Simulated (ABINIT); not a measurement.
# Quasiparticle gap of LiH (Fm-3m) in ABINIT, part 2 of 2

Wanted: ground state, empty states, screening and self-energy for LiH (Fm-3m).

ABINIT 10.8.3; PBE and many-body steps on it, plane waves. Known limits of the many-body steps: not at the basis limit.

So far. Step 2 (Ground state): The gap is direct, at (0.500, 0.500, 0.000). Step 3 (Bands along the symmetry lines): The gap is 3.022 eV, as in the run before at this level.

The database entry behind the starting cell differs from later determinations by our own check (the deuteride, about 0.2 % short), so it need not match the best structure at ambient conditions.

## Step 4: Empty states on the mesh, 6×6×6 mesh, 87 bands

Level of this step: DFT, PBE, plane waves, norm-conserving pseudopotentials (ABINIT).

The sums over transitions need many empty states on a uniform mesh; this step solves for them.

Contents of run.abi:

```
acell 3*1.0 Angstrom
rprim 
  0.000000000000 2.036750000000 2.036750000000
  2.036750000000 -0.000000000000 2.036750000000
  2.036750000000 2.036750000000 -0.000000000000
ntypat 2
znucl 3 1
natom 2
typat 1 2
xred 
  0.000000000000 0.000000000000 0.000000000000
  0.500000000000 0.500000000000 0.500000000000
pp_dirpath "pseudos"
pseudos "Li.upf, H.upf"
ecut 33
ngkpt 6 6 6
nshiftk 1
shiftk 0 0 0
kptopt 1
chksymbreak 0
irdden 1
istwfk *1
nband 87
prtvol 0
optdriver 6
gwr_task "HDIAGO"
paral_kgb 0
occopt 1
indata_prefix "in"
outdata_prefix "out"
tmpdata_prefix "tmp"
```

On the command line:

```console
> OMP_NUM_THREADS=1 mpirun -n 4 abinit run.abi > log
```

Numbers of over 12 decimals in the logs are rounded to 6 here.

Output:

```text
[banner, memory and clock lines left out]
.Version 10.8.3 of ABINIT. v10.8.2 released Aug 2026.

 Symmetries : space group Fm -3 m (#225); Bravais cF (face-center cubic)
[... echo of the input left out ...]
== DATASET  1 ==================================================================
-   mpi_nproc: 4, omp_nthreads: 1 (-1 if OMP is not activated)

--- !DatasetInfo
iteration_state: {dtset: 1, }
dimensions: {natom: 2, nkpt: 16, mband: 87, nsppol: 1, nspinor: 1, nspden: 1, mpw: 1056, }
cutoff_energies: {ecut:  33.0, pawecutdg:  -1.0, }
electrons: {nelect:   4.00000000E+00, charge:   0.00000000E+00, occopt:   1.00000000E+00, tsmear:   1.00000000E-02, }

.Using double precision arithmetic; gwpc =  8

- Reading GS density from: in_DEN

--- Pseudopotential description ------------------------------------------------
- Li Generated using ONCVPSP code by D. R. Hamann
-  3.00000   3.00000  171031                  znucl, zion, pspdat
12 -101130 1 -1 1944                          pspcod,pspxc,lmax,lloc,mmax
     nproj     2     2
  pspatm : epsatm=    2.74360059
         --- l  ekb(1:nproj) -->
             0   -4.951544   -1.544797
             1   -2.250661   -0.474685
 pspatm: atomic psp has been read  and splines computed

- H Generated using ONCVPSP code by D. R. Hamann
-  1.00000   1.00000  171031                  znucl, zion, pspdat
12 -101130 1 -1 1166                          pspcod,pspxc,lmax,lloc,mmax
     nproj     2     1
  pspatm : epsatm=    0.36186929
         --- l  ekb(1:nproj) -->
             0   -1.701123   -0.534484
             1   -0.503321
 pspatm: atomic psp has been read  and splines computed

   1.24218795E+01                                ecore*ucvol(ha*bohr**3)

 Total charge density [el/Bohr^3]
)     Maximum=    2.7888E+00  at reduced coord.    0.0000    0.0000    0.0000
)     Minimum=    6.8615E-03  at reduced coord.    0.2667    0.2333    0.2333
   Integrated=    4.0000E+00

 === KS gaps after direct diagonalization ===
 Direct band gap semiconductor
 Fundamental gap:     3.022 (eV)
   VBM:    -0.348 (eV) at k: [ 5.0000E-01,  5.0000E-01,  0.0000E+00]
   CBM:     2.674 (eV) at k: [ 5.0000E-01,  5.0000E-01,  0.0000E+00]
 Direct gap:         3.022 (eV) at k: [ 5.0000E-01,  5.0000E-01,  0.0000E+00]

== END DATASET(S) ==============================================================

 -outvars: echo values of variables after computation  --------
           etotal      0.0000000000E+00
            nband          87
             nkpt          16
          spgroup         225
 [... the other variables as echoed above ...]

 Calculation completed.
```

Wall time 7 s (4 MPI ranks of Arm Neoverse V1, shared host); peak memory 0.43 GiB.

Numbers from this step:

| Quantity | Value |
| --- | --- |
| gap | 3.022 eV |
| k of the valence top | 0.5, 0.5, 0 |
| k of the conduction bottom | 0.5, 0.5, 0 |
| least direct gap | 3.022 eV |
| k points computed | 16 |
| lowest point of the top converged band, above the valence top | 148.4156 eV |

On this mesh the gap is 3.022 eV.

## Step 5: Screening, 6×6×6 mesh, 79 bands, screening to 217.7 eV

The RPA dielectric matrix is built and inverted for each q.

This step: RPA screening on PBE, plane waves, norm-conserving pseudopotentials.

run.abi, as its differences from that of step 4:

```diff
@@ -20,10 +20,11 @@
 chksymbreak 0
-irdden 1
 istwfk *1
-nband 87
-prtvol 0
-optdriver 6
-gwr_task "HDIAGO"
-paral_kgb 0
 occopt 1
+irdwfk 1
+optdriver 3
+nband 79
+ecuteps 8
+inclvkb 2
+awtr 1
+symchi 1
 indata_prefix "in"
```

Output:

```text
.Version 10.8.3 of ABINIT. v10.8.2 released Aug 2026.

 Symmetries : space group Fm -3 m (#225); Bravais cF (face-center cubic)
[... echo of the input left out ...]
== DATASET  1 ==================================================================
-   mpi_nproc: 4, omp_nthreads: 1 (-1 if OMP is not activated)

--- !DatasetInfo
iteration_state: {dtset: 1, }
dimensions: {natom: 2, nkpt: 16, mband: 79, nsppol: 1, nspinor: 1, nspden: 1, mpw: 1056, }
cutoff_energies: {ecut:  33.0, pawecutdg:  -1.0, }
electrons: {nelect:   4.00000000E+00, charge:   0.00000000E+00, occopt:   1.00000000E+00, tsmear:   1.00000000E-02, }

 SCREENING: Calculation of the susceptibility and dielectric matrices

 Based on a program developped by R.W. Godby, V. Olevano, G. Onida, and L. Reining.
 Incorporated in ABINIT by V. Olevano, G.-M. Rignanese, and M. Torrent.
.Using double precision arithmetic ; gwpc =  8

[... cell and pseudopotentials left out ...]
--------------------------------------------------------------------------------

 ==== K-mesh for the wavefunctions ====
 Number of points in the irreducible wedge :    16
[... list of points left out ...]
 Together with 48 symmetry operations and time-reversal symmetry
 yields   216 points in the full Brillouin Zone.

 ==== Q-mesh for the screening function ====
 Number of points in the irreducible wedge :    16
[... list of points left out ...]
 Together with 48 symmetry operations and time-reversal symmetry
 yields   216 points in the full Brillouin Zone.

 setmesh: FFT mesh size selected  =    24x   24x   24
          total number of points  =        13824

 vcoul_init : cutoff-mode = AUXILIARY_FUNCTION
 q-points for optical limit:   1
     1)      0.000010    0.000020    0.000030

- screening: taking advantage of time-reversal symmetry
- Maximum band index for partially occupied states nbvw = 2
- Remaining bands to be divided among processors   nbcw = 77
- Number of bands treated by each node ~19

 Number of electrons calculated from density =    4.0000; Expected =    4.0000
 average of density, n =  0.035077
 r_s =    1.8951
 omega_plasma =   18.0662 [eV]

 calculating chi0 at frequencies [eV] :
  1    0.000000E+00    0.000000E+00
  2    0.000000E+00    1.806615E+01

--------------------------------------------------------------------------------
  q-point number  1        q = ( 0.000000, 0.000000, 0.000000) [r.l.u.]
--------------------------------------------------------------------------------
[... chi0 elements left out ...]
 For q-point:  0.000010 0.000020 0.000030
  dielectric constant =   4.1824
  dielectric constant without local fields =   4.5877

  Average fulfillment of the sum rule on Im[epsilon] for q-point    1 :     89.96  [%]
[... wings left out ...]
  q-point number  2        q = ( 0.166667, 0.000000, 0.000000) [r.l.u.]
--------------------------------------------------------------------------------
[... chi0 elements left out ...]
  Average fulfillment of the sum rule on Im[epsilon] for q-point    2 :     97.82  [%]

 [... 14 further q-points ...]
```

It took 17 s on 4 MPI ranks; peak memory 0.62 GiB.

This step gave:

```yaml
eps_infinity_with_local_fields_on_this_mesh_along_the_program_s_q_direction: 4.182
the_same_without_local_fields: 4.588
plasma_frequency: 18.07 eV
plane_waves_in_the_screening_matrix: 137
```

Local fields lower ε∞ by 9 %.

## Step 6: Self-energy, 6×6×6 mesh, 79 bands, screening to 217.7 eV

The self-energy is evaluated for the states that the input lists, and the levels follow from it, in one-shot runs by the linearised quasiparticle equation.

This step: G0W0 on PBE, plane waves, norm-conserving pseudopotentials.

run.abi, as its differences from that of step 5:

```diff
@@ -23,8 +23,17 @@
 irdwfk 1
-optdriver 3
+optdriver 4
 nband 79
+gwcalctyp 0
+ecutsigx 33
+symsigma 1
+nkptgw 2
+kptgw 
+  0.5000000000 0.5000000000 0.0000000000
+  0.0000000000 0.0000000000 0.0000000000
+bdgw 
+  1 5
+  1 6
 ecuteps 8
-inclvkb 2
-awtr 1
-symchi 1
+irdscr 1
+ppmodel 1
 indata_prefix "in"
```

Output:

```text
.Version 10.8.3 of ABINIT. v10.8.2 released Aug 2026.

 Symmetries : space group Fm -3 m (#225); Bravais cF (face-center cubic)
[... echo of the input left out ...]
== DATASET  1 ==================================================================
-   mpi_nproc: 4, omp_nthreads: 1 (-1 if OMP is not activated)

--- !DatasetInfo
iteration_state: {dtset: 1, }
dimensions: {natom: 2, nkpt: 16, mband: 79, nsppol: 1, nspinor: 1, nspden: 1, mpw: 1056, }
cutoff_energies: {ecut:  33.0, pawecutdg:  -1.0, }
electrons: {nelect:   4.00000000E+00, charge:   0.00000000E+00, occopt:   1.00000000E+00, tsmear:   1.00000000E-02, }

 SIGMA: Calculation of the GW corrections

 Based on a program developped by R.W. Godby, V. Olevano, G. Onida, and L. Reining.
 Incorporated in ABINIT by V. Olevano, G.-M. Rignanese, and M. Torrent.
.Using double precision arithmetic ; gwpc =  8

[... cell and pseudopotentials left out ...]
--------------------------------------------------------------------------------

 ==== K-mesh for the wavefunctions ====
 Number of points in the irreducible wedge :    16
[... list of points left out ...]
 Together with 48 symmetry operations and time-reversal symmetry
 yields   216 points in the full Brillouin Zone.

 ==== Q-mesh for screening function ====
 Number of points in the irreducible wedge :    16
[... list of points left out ...]
 Together with 48 symmetry operations and time-reversal symmetry
 yields   216 points in the full Brillouin Zone.

 vcoul_init : cutoff-mode = AUXILIARY_FUNCTION
 q-points for optical limit:   1
     1)      0.000010    0.000020    0.000030
 setmesh: FFT mesh size selected  =    30x   30x   30
          total number of points  =        27000

 Number of electrons calculated from density =    4.0000; Expected =    4.0000
 average of density, n =  0.035077
 r_s =    1.8951
 omega_plasma =   18.0662 [eV]

 === KS Band Gaps ===
  >>>> For spin  1
   Minimum direct gap =   3.0221 [eV], located at k-point      :   0.5000  0.5000  0.0000
   Fundamental gap    =   3.0221 [eV], Top of valence bands at :   0.5000  0.5000  0.0000
                                       Bottom of conduction at :   0.5000  0.5000  0.0000
 SIGMA fundamental parameters:
 PLASMON POLE MODEL  1
 number of plane-waves for SigmaX                 1037
 number of plane-waves for SigmaC and W            137
 number of plane-waves for wavefunctions          1037
 number of bands                                    79
 number of independent spin polarizations            1
 number of spinorial components                      1
 number of k-points in IBZ                          16
 number of q-points in IBZ                          16
 number of symmetry operations                      48
 number of k-points in BZ                          216
 number of q-points in BZ                          216
 number of frequencies for dSigma/dE                 9
 frequency step for dSigma/dE [eV]                0.25
 number of omega for Sigma on real axis              0
 max omega for Sigma on real axis  [eV]           0.00
 zcut for avoiding poles [eV]                     0.10

 EPSILON^-1 parameters (SCR file):
 dimension of the eps^-1 matrix on file            137
 dimension of the eps^-1 matrix used               137
 number of plane-waves for wavefunctions          1037
 number of bands                                    79
 number of q-points in IBZ                          16
 number of frequencies                               2
 number of real frequencies                          1
 number of imag frequencies                          1

 matrix elements of self-energy operator (all in [eV])

 Perturbative Calculation

--- !SelfEnergy_ee
iteration_state: {dtset: 1, }
kpoint     : [   0.500,    0.500,    0.000, ]
spin       : 1
KS_gap     :    3.022
QP_gap     :    4.932
Delta_QP_KS:    1.910
data: !SigmaeeData |
     Band     E0 <VxcDFT>   SigX SigC(E0)      Z dSigC/dE  Sig(E)    E-E0       E
        1 -44.599 -25.708 -39.768   5.461   0.764  -0.309 -32.275  -6.567 -51.165
        2  -0.348 -11.307 -14.604   1.496   0.771  -0.298 -12.694  -1.387  -1.735
        3   2.674  -7.646  -3.654  -3.347   0.810  -0.235  -7.123   0.523   3.197
        4  10.239  -8.235  -2.665  -4.521   0.780  -0.282  -7.417   0.818  11.057
        5  10.239  -8.235  -2.665  -4.521   0.780  -0.282  -7.417   0.818  11.057

--- !SelfEnergy_ee
iteration_state: {dtset: 1, }
kpoint     : [   0.000,    0.000,    0.000, ]
spin       : 1
KS_gap     :   20.729
QP_gap     :   22.851
Delta_QP_KS:    2.122
data: !SigmaeeData |
     Band     E0 <VxcDFT>   SigX SigC(E0)      Z dSigC/dE  Sig(E)    E-E0       E
        1 -44.649 -25.626 -39.706   5.437   0.764  -0.310 -32.226  -6.600 -51.249
        2  -5.602  -9.916 -15.613   3.400   0.712  -0.405 -11.551  -1.635  -7.236
        3  15.128 -11.719  -4.658  -6.324   0.662  -0.511 -11.232   0.487  15.615
        4  17.057  -8.963  -2.437  -5.441   0.696  -0.437  -8.208   0.755  17.812
        5  17.057  -8.963  -2.437  -5.441   0.696  -0.437  -8.208   0.755  17.812
        6  17.057  -8.963  -2.437  -5.441   0.696  -0.437  -8.208   0.755  17.812

== END DATASET(S) ==============================================================
================================================================================

 -outvars: echo values of variables after computation  --------
           etotal      0.0000000000E+00
            nband          79
             nkpt          16
          spgroup         225
 [... the other variables as echoed above ...]

 Calculation completed.
```

The job ended after 7 s (4 MPI ranks; peak memory 0.7 GiB; 28 s of CPU time).

Numbers from this step:

- G0W0 gap on the points computed: 4.932 eV
- starting gap on the mesh: 3.022 eV
- k of the valence top: 0.5, 0.5, 0
- k of the conduction bottom: 0.5, 0.5, 0
- Z at the valence top: 0.771
- Z at the conduction bottom: 0.81
- least direct G0W0 gap on the computed points: 4.932 eV

The gap on the mesh goes from 3.02 eV to 4.93 eV, a correction of +1.91 eV.

Limits: finite bands, cutoff and mesh. v1 is the top filled band, c1 the lowest empty one. Levels before and after the correction, in eV, zero at the valence-band top of each column:

```tsv
	conduction bottom	valence top
Kohn-Sham	3.02	0.00
G0W0	4.93	0.00
```

```tsv
	level	energy (eV)
Kohn-Sham	(0.5 0.5 0) v2	-44.251
Kohn-Sham	(0.5 0.5 0) v1	0.000
Kohn-Sham	(0.5 0.5 0) c1	3.022
Kohn-Sham	(0.5 0.5 0) c2-c3	10.588
G0W0	(0.5 0.5 0) v2	-49.430
G0W0	(0.5 0.5 0) v1	0.000
G0W0	(0.5 0.5 0) c1	4.932
G0W0	(0.5 0.5 0) c2-c3	12.792
```

## Step 7: Where the time went

Times are wall times on 4 MPI ranks of Arm Neoverse V1, shared host, good to a factor of about two.

```tsv
step	time	share	memory (GiB)
ground state	2.8 s	8 %	0.07
bands along the symmetry lines	2.6 s	7 %	0.07
empty states on the mesh	7 s	19 %	0.43
screening	17 s	47 %	0.62
self-energy	7 s	19 %	0.7
```

## Step 8: What came out

- PBE gap: 3.02 eV, direct
- G0W0 gap on the mesh: 4.93 eV
- GW settings: 6×6×6 mesh, 79 bands, screening to 217.7 eV, Godby-Needs plasmon pole
- known limits: not at the basis limit

G0W0 moves the gap on the mesh from 3.02 eV to 4.93 eV (+1.91 eV), with Z of 0.77 and 0.81 at the edges. Local fields lower the RPA ε∞ on this mesh from 4.59 to 4.18. Only 2 of the mesh's irreducible points were corrected, so a valley elsewhere could overtake. The dearest step here is «screening». Bands and cutoff are finite, so the gap is not at the basis limit. The miss can reach some tenths of an eV and take either sign; the mesh is an error of its own. In the G0W0 run levels were corrected at 2 k points alone, so a gap called «on the mesh» is the least over those, and an edge elsewhere would be missed.

[Paths, hosts, dates, memory and timing lines, banners, echoed tables and standing remarks are left out of the program output.]

[Logs are printed without paths, hosts, clocks, repeated set-up lines and the standing remarks that a program may print on its own settings, such as how far it seeks lower states.]

[Runs of the session that timed out or met a known fault of the program may be left out.]

[Hosts, paths, dates, database ids (printed as entryN), source tags and the programs' standing remarks are cut or masked in the printed files.]

[G0W0 gaps are taken among the corrected bands and points alone; a level outside them can change the order at an edge.]

[Where Ansatz stands beside ABINIT at settings called matched, ABINIT's density can come from a denser mesh and the files from another edition; pairs whose starting gaps differed by over 0.03 eV were left out, so agreement reads better than it is.]
